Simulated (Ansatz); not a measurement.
Reactions of `F[CH]([GaH2])[SiH2]Cl`.

Calculated with Ansatz (gas phase, PBE0-D4/def2-TZVP geometries, no zero-point term in ΔE). CBS: MP2 limit from def2 TZ/QZ plus the TZ coupled-cluster correction, frozen cores. This one scheme is used for every species. DFT in def2-TZVPP. For Ga outer-core shells are correlated without core-valence functions, which leaves a few kJ/mol of doubt a bond. Scalar relativity is left out up to krypton. One conformer a species, not always the lowest.

```csv
reaction,r2SCAN-D4 (kJ/mol),B2PLYP (kJ/mol),CCSD/CBS(def2) (kJ/mol)
`F[CH]([GaH2])[SiH2]Cl` + `CCO[SiH3]` → `CC[O][GaH2]` + `FC([SiH3])[SiH2]Cl`,20,24,29
`F[CH]([GaH2])[SiH2]Cl` + `NC1CO1` → `[GaH2][CH]1CO1` + `NC(F)[SiH2]Cl`,1,-1,2
`F[CH]([GaH2])[SiH2]Cl` + `C[SiH](F)S` → `C[SiH](S)[SiH2]Cl` + `F[CH](F)[GaH2]`,195,204,210
`F[CH]([GaH2])[SiH2]Cl` + `N=C(N)O` → `N=[C](O)[GaH2]` + `NC(F)[SiH2]Cl`,18,10,13
`F[CH]([GaH2])[SiH2]Cl` + `N[SiH3]` → `[SiH3][GaH2]` + `NC(F)[SiH2]Cl`,38,45,51
`F[CH]([GaH2])[SiH2]Cl` + `F[CH2][GaH][F]` → `F[CH2][GaH][SiH2]Cl` + `F[CH](F)[GaH2]`,143,148,150
```

Question: Give the CCSD(T)/CBS values in the same order. (An estimate is asked.)

Answer: The calculation gave: 26, 1, 207, 11, 50, 150 kJ/mol.

Largest T1 diagnostic: 0.015, for `N=[C](O)[GaH2]`.
